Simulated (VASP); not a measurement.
# AlN (P6_3mc) in VASP: band structure with PBE

Aim: the band structure of AlN with PBE.

Everything below comes from runs of VASP 6.6.1. Logs are shortened: lines on timing, memory, paths and dates and some standing lists are left out, and cuts for length are marked.

**What was measured.**

“Self-assembly of well-separated AlN nanowires directly on sputtered metallic TiN films”, 2019, arxiv:1910.07391 quotes, for a bulk crystal of AlN at 10 K: band gap 6.034 eV (an exciton energy, a little under the gap).

The runs below are set against these values where they give the same quantity.

### 1 The structure

Symmetry: P6_3mc, No. 186, hexagonal system. Conventional cell: a = 3.129 Å, b = 3.129 Å, c = 5.016 Å, α = 90.00°, β = 90.00°, γ = 120.00°. Al (site symmetry 3m) has 4 N at 1.90 to 1.91 Å as nearest neighbours. N (site symmetry 3m) is surrounded by 4 Al at 1.90 to 1.91 Å.

### 2 Band structure, PBE

File INCAR:

```
SYSTEM = AlN
PREC = Accurate
ENCUT = 520
EDIFF = 1E-7
ISMEAR = 0
SIGMA = 0.02
LREAL = .FALSE.
LASPH = .TRUE.
NELM = 60
ALGO = Normal
ISIF = 2
LWAVE = .FALSE.
LCHARG = .FALSE.
GGA = PE
```

File KPOINTS:

```
Automatic mesh
0
G
  9 9 4
  0 0 0
```

File POSCAR:

```
AlN                                     
1.0
    3.1285769989      0.0000000000      0.0000000000
   -1.5642884995      2.7094271568      0.0000000000
    0.0000000000      0.0000000000      5.0164037878
  Al              N             
     2     2
Direct
     0.3333333300000021    0.6666666699999979    0.9992567876477665
     0.6666666699999979    0.3333333300000021    0.4992567876477665
     0.3333333300000021    0.6666666699999979    0.3807432123522361
     0.6666666699999979    0.3333333300000021    0.8807432123522361
```

File KPOINTS_OPT:

```
path GMKGALHA,LM,KH
20
line-mode
reciprocal
 0.0000000000  0.0000000000  0.0000000000  G
 0.5000000000  0.0000000000  0.0000000000  M

 0.5000000000  0.0000000000  0.0000000000  M
 0.3333333333  0.3333333333  0.0000000000  K

 0.3333333333  0.3333333333  0.0000000000  K
 0.0000000000  0.0000000000  0.0000000000  G

 0.0000000000  0.0000000000  0.0000000000  G
 0.0000000000  0.0000000000  0.5000000000  A

 0.0000000000  0.0000000000  0.5000000000  A
 0.5000000000  0.0000000000  0.5000000000  L

 0.5000000000  0.0000000000  0.5000000000  L
 0.3333333333  0.3333333333  0.5000000000  H

 0.3333333333  0.3333333333  0.5000000000  H
 0.0000000000  0.0000000000  0.5000000000  A

 0.5000000000  0.0000000000  0.5000000000  L
 0.5000000000  0.0000000000  0.0000000000  M

 0.3333333333  0.3333333333  0.0000000000  K
 0.3333333333  0.3333333333  0.5000000000  H
```

Potentials or basis: VASP PAW PBE potentials, release 64 (Al, N).

Launch:

```bash
> cat potpaw_PBE.64/Al/POTCAR potpaw_PBE.64/N/POTCAR > POTCAR
> mpirun -np 1 vasp_std > vasp.out
```

OUTCAR:

```text
SYSTEM = AlN
   PREC = Accurate
   ENCUT = 520
   EDIFF = 1E-7
   ISMEAR = 0
   LREAL = .FALSE.
   LASPH = .TRUE.
   NELM = 60
   ISIF = 2
   GGA = PE

 ion  position               nearest neighbor table
   1  0.333  0.667  0.999-   4 1.90   4 1.90   4 1.90   3 1.91   2 3.09   2 3.09   2 3.09   2 3.09
                             2 3.09   2 3.09
   2  0.667  0.333  0.499-   3 1.90   3 1.90   3 1.90   4 1.91   1 3.09   1 3.09   1 3.09   1 3.09
                             1 3.09   1 3.09
   3  0.333  0.667  0.381-   2 1.90   2 1.90   2 1.90   1 1.91
   4  0.667  0.333  0.881-   1 1.90   1 1.90   1 1.90   2 1.91

  LATTYP: Found a hexagonal cell.
 ALAT       =     3.1285769989
 C/A-ratio  =     1.6034138810

  Lattice vectors:

 A1 = (   3.1285769989,   0.0000000000,   0.0000000000)
 A2 = (  -1.5642884995,   2.7094271568,   0.0000000000)
 A3 = (   0.0000000000,   0.0000000000,   5.0164037878)

Analysis of symmetry for initial positions (statically):
=====================================================================
 Subroutine PRICEL returns:
 Original cell was already a primitive cell.

 Routine SETGRP: Setting up the symmetry group for a
 hexagonal supercell.

 Subroutine GETGRP returns: Found 12 space group operations
 (whereof  6 operations were pure point group operations)
 out of a pool of 24 trial point group operations.

The static configuration has the point symmetry C_3v.
 The point group associated with its full space group is C_6v.

Analysis of symmetry for dynamics (positions and initial velocities):
=====================================================================
 Subroutine PRICEL returns:
 Original cell was already a primitive cell.

 Routine SETGRP: Setting up the symmetry group for a
 hexagonal supercell.

 Subroutine GETGRP returns: Found 12 space group operations
 (whereof  6 operations were pure point group operations)
 out of a pool of 24 trial point group operations.

The dynamic configuration has the point symmetry C_3v.
 The point group associated with its full space group is C_6v.

 Subroutine INISYM returns: Found 12 space group operations
 (whereof  6 operations are pure point group operations),
 and found     1 'primitive' translations

----------------------------------------------------------------------------------------

                                     Primitive cell

  volume of cell :      42.5223

  direct lattice vectors                    reciprocal lattice vectors
     3.128576999  0.000000000  0.000000000     0.319634134  0.184540854  0.000000000
    -1.564288499  2.709427157  0.000000000     0.000000000  0.369081707  0.000000000
     0.000000000  0.000000000  5.016403788     0.000000000  0.000000000  0.199345994

  length of vectors
     3.128576999  3.128576997  5.016403788     0.369081707  0.369081707  0.199345994

  position of ions in fractional coordinates (direct lattice)
     0.333333330  0.666666670  0.999256788
     0.666666670  0.333333330  0.499256788
     0.333333330  0.666666670  0.380743212
     0.666666670  0.333333330  0.880743212

  ion indices of the primitive-cell ions
   primitive index   ion index
                 1           1
                 2           2
                 3           3
                 4           4

----------------------------------------------------------------------------------------

 KPOINTS: Automatic mesh

Automatic generation of k-mesh.
 Grid dimensions read from file:
 generate k-points for:    9    9    4

 Generating k-lattice:

  Cartesian coordinates                     Fractional coordinates (reciprocal lattice)
     0.035514904  0.020504539  0.000000000     0.111111111  0.000000000  0.000000000
     0.000000000  0.041009079  0.000000000     0.000000000  0.111111111  0.000000000
     0.000000000  0.000000000  0.049836499     0.000000000  0.000000000  0.250000000

  Length of vectors
     0.041009079  0.041009079  0.049836499

  Shift w.r.t. Gamma in fractional coordinates (k-lattice)
     0.000000000  0.000000000  0.000000000

 Subroutine IBZKPT returns following result:
 ===========================================

 Found     36 irreducible k-points:

 Following reciprocal coordinates:
            Coordinates               Weight
  0.000000  0.000000  0.000000      1.000000
  0.111111  0.000000  0.000000      6.000000
  0.222222  0.000000  0.000000      6.000000
  0.333333  0.000000  0.000000      6.000000
  0.444444  0.000000  0.000000      6.000000
  0.111111  0.111111  0.000000      6.000000
[... 16 lines left out ...]
  0.333333  0.222222  0.250000     24.000000
  0.333333  0.333333  0.250000      4.000000
 [... further k-points ...]
   k-points           NKPTS =     36   k-points in BZ     NKDIM =     36   number of bands    NBANDS=     12
   number of dos      NEDOS =    301   number of ions     NIONS =      4
   total plane-waves  NPLWV =  23040
   dimension x,y,z NGX =    24 NGY =   24 NGZ =   40
   dimension x,y,z NGXF=    48 NGYF=   48 NGZF=   80
   ions per type =               2   2
   NGX,Y,Z   is equivalent  to a cutoff of  12.75, 12.75, 13.26 a.u.
   NGXF,Y,Z  is equivalent  to a cutoff of  25.51, 25.51, 26.51 a.u.
 SYSTEM =  AlN
   PREC   = accura    normal or accurate (medium, high low for compatibility)
   ISTART =      0    job   : 0-new  1-cont  2-samecut
   ICHARG =      2    charge: 1-file 2-atom 10-const
   ISPIN  =      1    spin polarized calculation?
   LNONCOLLINEAR =      F non collinear calculations
   LSORBIT =      F    spin-orbit coupling
   LASPH  =      T    aspherical Exc in radial PAW
   ENCUT  =  520.0 eV  38.22 Ry    6.18 a.u.   5.82  5.82  9.33*2*pi/ulx,y,z
   NELM   =     60;   NELMIN=  2; NELMDL= -5     # of ELM steps
   EDIFF  = 0.1E-06   stopping-criterion for ELM
   LREAL  =      F    real-space projection
   EDIFFG = 0.1E-05   stopping-criterion for IOM
   NSW    =      0    number of steps for IOM
   IBRION =     -1    ionic relax: 0-MD 1-quasi-New 2-CG
   NFREE  =      0    steps in history (QN), initial steepest desc. (CG)
   ISIF   =      2    stress and relaxation
   ISYM   =      2    0-nonsym 1-usesym 2-fastsym
   POTIM  = 0.5000    time-step for ionic-motion
   TEBEG  =    0.0;   TEEND  =   0.0 temperature during run
   PSTRESS=    0.0 pullay stress
   NELECT =      16.0000    total number of electrons
   NUPDOWN=      -1.0000    fix difference up-down
   EMIN   =  10.00;   EMAX   =-10.00  energy-range for DOS
   EFERMI =   0.00;   METHOD = LEGACY
   ISMEAR =     0;   SIGMA  =   0.02  broadening in eV -4-tet -1-fermi 0-gaus
   EFERMI_NEDOS =   21; number of points for ismear=-14 and -15
   IALGO  =     38    algorithm
   IMIX   =      4    mixing-type and parameters
     AMIX     =   0.40;   BMIX     =  1.00
     AMIX_MAG =   1.60;   BMIX_MAG =  1.00
  volume/ion in A,a.u.               =      10.63        71.74
  Fermi-wavevector in a.u.,A,eV,Ry     =   1.181887  2.233442 19.005386  1.396856
  Thomas-Fermi vector in A             =   2.318152
   LORBIT       =      0    0 simple, 1 ext, 2 COOP (PROOUT), +10 PAW based schemes
   GGA     = PE    functional components
   LHFCALC =     F    Hartree Fock is set to
   AEXX    =    0.0000 exact exchange contribution
   IVDW    =     0    specifies the selected vdW correction
   LEPSILON=     F    determine dielectric tensor
   LRPA    =     F    only Hartree local field effects (RPA)
 non-spin polarized calculation
 Gauss-broadening in eV      SIGMA  =   0.02
  energy-cutoff  :      520.00
  volume of cell :       42.52
 maximum number of plane-waves:      1170
 NGX is ok and might be reduce to    24
   NGX = 11   NGY = 11   NGZ = 19

 number of electron      15.9999998 magnetization

 Free energy of the ion-electron system (eV)
  ---------------------------------------------------
  ext. energy  EPLUGINS =         0.00000000
  ---------------------------------------------------
  free energy    TOTEN  =       -29.78053247 eV

  energy without entropy =      -29.78053247  energy(sigma->0) =      -29.78053247

 E-fermi :   6.0773     XC(G=0): -10.8329

 val. band max:        5.9759303593   @ k =   0.0000   0.0000   0.0000
 cond. band min:      10.0321959477   @ k =   0.0000   0.0000   0.0000
 fundamental gap:      4.0562655884
 Fermi energy:         6.0772539111

 k-point     1 :       0.0000    0.0000    0.0000
  band No.  band energies     occupation
      1      -9.0982      2.00000
      2      -7.0121      2.00000
      3       0.0649      2.00000
      4       5.1326      2.00000
      5       5.1326      2.00000
      6       5.7750      2.00000
      7       5.7750      2.00000
      8       5.9759      2.00000
      9      10.0322      0.00000
     10      12.4991      0.00000
     11      16.4431      0.00000
     12      17.0158      0.00000

 k-point     2 :       0.1111    0.0000    0.0000
  band No.  band energies     occupation
      1      -8.9448      2.00000
      2      -6.9262      2.00000
      3       0.2491      2.00000
      4       4.4352      2.00000
      5       4.9387      2.00000
      6       5.0946      2.00000
      7       5.7458      2.00000
      8       5.9062      2.00000
      9      10.7231      0.00000
     10      13.1067      0.00000
     11      15.8176      0.00000
     12      16.1022      0.00000

 k-point     3 :       0.2222    0.0000    0.0000
  band No.  band energies     occupation
      1      -8.5096      2.00000
      2      -6.7108      2.00000
      3       0.7837      2.00000
      4       2.9516      2.00000
      5       3.8478      2.00000
      6       4.5385      2.00000
      7       5.6148      2.00000
      8       5.6488      2.00000
      9      11.8488      0.00000
     10      13.6416      0.00000
     11      14.2881      0.00000
     12      15.6829      0.00000
[... 286 lines left out ...]
 k-point    23 :       0.3333    0.2222    0.2500
  band No.  band energies     occupation
      1      -6.9331      2.00000
      2      -6.5400      2.00000
      3       0.9747      2.00000
      4       1.4710      2.00000
      5       2.4596      2.00000
      6       3.5954      2.00000
      7       4.0476      2.00000
      8       4.9110      2.00000
      9      11.8277      0.00000
     10      13.4226      0.00000
     11      14.5024      0.00000
     12      15.2092      0.00000

 k-point    24 :       0.3333    0.3333    0.2500
  band No.  band energies     occupation
      1      -6.6412      2.00000
      2      -6.6412      2.00000
      3       1.4957      2.00000
      4       1.5836      2.00000
      5       1.5836      2.00000
      6       3.0823      2.00000
      7       4.5128      2.00000
      8       4.5128      2.00000
      9      11.8429      0.00000
     10      14.1166      0.00000
     11      14.5178      0.00000
     12      14.5178      0.00000

 [... further k-points ...]
[... 5 lines left out ...]
  --------------------------------------------------------------------------------------
  -------------------------------------------------------------------------------------
  Total        0.0013707      0.0013707     -0.0004509     -0.0000000      0.0000000      0.0000000
  in kB        0.0516474      0.0516474     -0.0169911     -0.0000000      0.0000000      0.0000000
  external PRESSURE =       0.0287679 kB  Pullay stress =       0.0000000 kB

 VOLUME and BASIS-vectors are now :
 -----------------------------------------------------------------------------
  energy-cutoff  :      520.00
  volume of cell :       42.52
      direct lattice vectors                 reciprocal lattice vectors
     3.128576999  0.000000000  0.000000000     0.319634134  0.184540854  0.000000000
    -1.564288499  2.709427157  0.000000000     0.000000000  0.369081707  0.000000000
     0.000000000  0.000000000  5.016403788     0.000000000  0.000000000  0.199345994

 POSITION                                       TOTAL-FORCE (eV/Angst)
 -----------------------------------------------------------------------------------
     -0.00000      1.80628      5.01268         0.000000     -0.000000     -0.000733
      1.56429      0.90314      2.50447        -0.000000      0.000000     -0.000733
     -0.00000      1.80628      1.90996        -0.000000      0.000000      0.000733
      1.56429      0.90314      4.41816         0.000000      0.000000      0.000733
 -----------------------------------------------------------------------------------
    total drift:                               -0.000009      0.000005      0.000554

  FREE ENERGIE OF THE ION-ELECTRON SYSTEM (eV)
  ---------------------------------------------------
  free  energy   TOTEN  =       -29.7805324707 eV

  energy  without entropy=      -29.7805324707  energy(sigma->0) =      -29.78053247
```

Wall time 68 s (1 thread of Intel Xeon Platinum 8259CL at 2.50GHz (Skylake/Cascade Lake), shared host); peak memory 0.17 GiB.

Results:

| Quantity | Value |
| --- | --- |
| Free energy | -29.7805 eV |
| Pressure | 0.0 GPa |
| Band gap on the k mesh | 4.06 eV, direct |
| Band gap along the path | 4.06 eV, direct |

Levels at the corners of the path, in eV from the valence-band top:
| point | band 4 | band 5 | band 6 | band 7 | band 8 | band 9 | band 10 | band 11 | band 12 |
| --- | --- | --- | --- | --- | --- | --- | --- | --- | --- |
| Γ | -0.84 | -0.84 | -0.20 | -0.20 | 0.00 | 4.06 | 6.52 | 10.47 | 11.04 |
| M | -4.12 | -3.30 | -2.05 | -1.74 | -0.68 | 5.76 | 5.77 | 8.04 | 10.15 |
| M | -4.12 | -3.30 | -2.05 | -1.74 | -0.68 | 5.76 | 5.77 | 8.04 | 10.15 |
| K | -3.76 | -3.76 | -2.41 | -2.35 | -2.35 | 5.05 | 8.28 | 9.56 | 9.56 |
| K | -3.76 | -3.76 | -2.41 | -2.35 | -2.35 | 5.05 | 8.28 | 9.56 | 9.56 |
| Γ | -0.84 | -0.84 | -0.20 | -0.20 | 0.00 | 4.06 | 6.52 | 10.47 | 11.04 |
| Γ | -0.84 | -0.84 | -0.20 | -0.20 | 0.00 | 4.06 | 6.52 | 10.47 | 11.04 |
| A | -3.30 | -0.53 | -0.53 | -0.53 | -0.53 | 6.32 | 6.32 | 10.18 | 10.18 |
| A | -3.30 | -0.53 | -0.53 | -0.53 | -0.53 | 6.32 | 6.32 | 10.18 | 10.18 |
| L | -5.53 | -1.44 | -1.44 | -1.35 | -1.35 | 5.25 | 5.25 | 9.15 | 9.15 |
| L | -5.53 | -1.44 | -1.44 | -1.35 | -1.35 | 5.25 | 5.25 | 9.15 | 9.15 |
| H | -4.78 | -3.79 | -3.79 | -0.79 | -0.79 | 7.36 | 7.36 | 7.72 | 7.72 |
| H | -4.78 | -3.79 | -3.79 | -0.79 | -0.79 | 7.36 | 7.36 | 7.72 | 7.72 |
| A | -3.30 | -0.53 | -0.53 | -0.53 | -0.53 | 6.32 | 6.32 | 10.18 | 10.18 |
| L | -5.53 | -1.44 | -1.44 | -1.35 | -1.35 | 5.25 | 5.25 | 9.15 | 9.15 |
| M | -4.12 | -3.30 | -2.05 | -1.74 | -0.68 | 5.76 | 5.77 | 8.04 | 10.15 |
| K | -3.76 | -3.76 | -2.41 | -2.35 | -2.35 | 5.05 | 8.28 | 9.56 | 9.56 |
| H | -4.78 | -3.79 | -3.79 | -0.79 | -0.79 | 7.36 | 7.36 | 7.72 | 7.72 |

### 3 How close it comes

Step 2. Against the measured gap of AlN, 6.034 eV (an exciton energy, a little under the gap; 10 K; quoted in “Self-assembly of well-separated AlN nanowires directly on sputtered metallic TiN films”, 2019, arxiv:1910.07391), the calculated 4.06 eV is off by -1.98 eV. 2 values of this kind are on record (6.034 to 6.0343 eV); this one was drawn at random. The value is that of PBE, without temperature or zero-point motion. Semilocal functionals fall short of measured gaps as a rule.
